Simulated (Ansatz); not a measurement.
The cell is COD entry 1010282, as deposited and not checked against the literature; nothing was relaxed. It is an old determination, and later ones may differ. The listed cell was then made from it by scaling, straining or moving an atom.

An input for Si₂Mo: DFT, PBE, all-electron LAPW, scalar-relativistic (Ansatz 0.2.0).

Command: `ansatz run input.yaml --threads 1 --pin off --max-ram 6144MiB --backend cpu --events-out ev --progress --plain --runs-dir out` The run took 3.1 min on 1 thread of Arm Neoverse V1, on a shared host, peak memory 1.8 GiB.

```yaml
crystal:
  lattice:
    - [-1.655305, 1.576695, 3.9305]
    - [1.576695, -1.655305, 3.9305]
    - [1.623305, 1.623305, -3.9625]
  atoms:
    - { symbol: Si, position: [0.333, 0.333, 0.0] }
    - { symbol: Si, position: [0.667, 0.667, 0.0] }
    - { symbol: Mo, position: [0.0, 0.0, 0.0] }
kpoints:
  mp_grid: { grid: [12, 12, 16] }
  band_path:
    path:
      - [0.0, 0.0, 0.0]
      - [-0.5, -0.5, 0.5]
      - [-0.9257893145, -0.0742106855, 0.5]
      - [-0.0742106855, 0.0742106855, -0.5]
      - [0.0, 0.0, -0.5]
      - [0.0, 0.0, 0.0]
      - [-0.5, 0.5, 0.0]
      - [-0.5, 0.0, 0.0]
      - [0.0, 0.0, 0.0]
    npoints: 5
scf:
  occupations: { method: fermi_dirac, width: 0.03 }
hamiltonian:
  xc: pbe
  pseudopotentials: { kind: all_electron, lapw: { basis_error: 0.001 } }
output:
  forces: true
  stress: true
  eigenvalues: true
```

Set-up and iterations as logged by Ansatz (the results part is left out, to be predicted):

```
LAPW: plane waves up to 7.833 Å⁻¹, error target 1.0e-3 eV per atom; small_component_spin mean_spin; Si in spheres of 1.152 Å, 12 of its electrons in bands, Dirac shells []; Mo in spheres of 1.412 Å, 30 of its electrons in bands, Dirac shells []
Engine: ansatz 0.2.0
Pseudopotentials: kind: all_electron
Pseudopotential: Si, LAPW, valence charge 12, Koelling and Harmon's equation, gaussian nucleus
Pseudopotential: Mo, LAPW, valence charge 30, Koelling and Harmon's equation, gaussian nucleus
Functional definition: PBE
  parameter kappa = 0.804
  parameter beta = 0.06672455060314922
  exchange = pbe_x(kappa = kappa, mu = beta*pi^2/3)
  correlation = pbe_c(beta = beta)
Crystal: 3 atoms, lattice volume = 40.236 Å³
Basis set: ecut = 233.76286442643587 eV, 317 PW (Γ), FFT grids on a1+a3, a2+a3, −a1−a2−a3, exchange–correlation at level 2
Bands: 33, of which v1, the nominal top of the filled ones, is band 27 counted from 1 (26 counted from 0)
Symmetry: 4 space group operations
Space group: C2/m (ITA 12), of the structure as read, at distance tolerance 3.4e-5 Å
k-points: 632 of 2304
Non-local potential: Si, projectors of the file, none
Non-local potential: Mo, projectors of the file, none
Initial density: superposition of atomic densities (chi_scale 0.1, normalization cell, long waves kept (reshape's long-wave potential 0.00 eV rms))
Initial wavefunctions: plane waves of lowest kinetic energy (no species holds an atomic orbital)
Functional: x = pbe(κ = 0.804, μ = 0.2195149727645171), c = pbe(β = 0.06672455060314922)
iter 1 solved again at ethr=1.85e-3 eV; its pass at ethr=1.00e-1 eV (dr2=9.99e-1 eV) is discarded
SCF iter   1: F=—  HF=-125964.660031 eV  |F-HF|=—  |Δ(HF+E_count)|=         —  Δρ=4.58e-2  dr2=1.00e0  ethr=1.85e-3  ⟨swp⟩=2.0  Hψ=134221  notcnv=0
SCF iter   2: F=—  HF=-125964.056931 eV  |F-HF|=—  |Δ(HF+E_count)|=   6.03e-1  Δρ=2.71e-2  dr2=5.54e-1  ethr=1.85e-3  ⟨swp⟩=3.0  Hψ=62127  notcnv=0
SCF iter   3: F=—  HF=-125963.846979 eV  |F-HF|=—  |Δ(HF+E_count)|=   2.10e-1  Δρ=1.48e-2  dr2=6.79e-2  ethr=1.03e-3  ⟨swp⟩=2.0  Hψ=56934  notcnv=0
SCF iter   4: F=—  HF=-125963.827924 eV  |F-HF|=—  |Δ(HF+E_count)|=         —  Δρ=3.91e-3  dr2=9.60e-3  ethr=1.26e-4  ⟨swp⟩=2.0  Hψ=62037  notcnv=0
the basis was enlarged: its passes take 416.8 KiB over the memory plan, 1 of 1 planned eigensolver slots
SCF iter   5: F=—  HF=-125963.827964 eV  |F-HF|=—  |Δ(HF+E_count)|=   3.95e-5  Δρ=2.17e-3  dr2=3.23e-3  ethr=1.78e-5  ⟨swp⟩=2.0  Hψ=61730  notcnv=0
SCF iter   6: F=—  HF=-125963.826543 eV  |F-HF|=—  |Δ(HF+E_count)|=   1.42e-3  Δρ=1.09e-3  dr2=8.39e-4  ethr=5.98e-6  ⟨swp⟩=2.0  Hψ=58310  notcnv=0
iter 7 solved again at ethr=7.85e-8 eV; its pass at ethr=1.55e-6 eV (dr2=4.24e-5 eV) is discarded
SCF iter   7: F=—  HF=-125963.826089 eV  |F-HF|=—  |Δ(HF+E_count)|=   4.54e-4  Δρ=2.41e-4  dr2=4.24e-5  ethr=7.85e-8  ⟨swp⟩=2.0  Hψ=100692  notcnv=0
SCF iter   8: F=—  HF=-125963.826073 eV  |F-HF|=—  |Δ(HF+E_count)|=   1.63e-5  Δρ=4.13e-5  dr2=1.24e-6  ethr=7.85e-8  ⟨swp⟩=2.0  Hψ=58305  notcnv=0
SCF iter   9: F=—  HF=-125963.826073 eV  |F-HF|=—  |Δ(HF+E_count)|=   3.32e-8  Δρ=1.77e-5  dr2=2.75e-7  ethr=2.29e-9  ⟨swp⟩=2.0  Hψ=58305  notcnv=0
SCF iter  10: F=-125963.826073 eV  HF=-125963.826073 eV  |F-HF|=1.16e-8  |Δ(HF+E_count)|=   6.87e-8  Δρ=3.01e-6  dr2=7.02e-9  ethr=5.09e-10  ⟨swp⟩=2.0  Hψ=58305  notcnv=0
```

What pressure will this run report?

2.57 GPa (positive in compression).

How large will the largest force be?

0.282 eV/Å.

Is there a band gap?

none: bands cross the Fermi level, a metal.
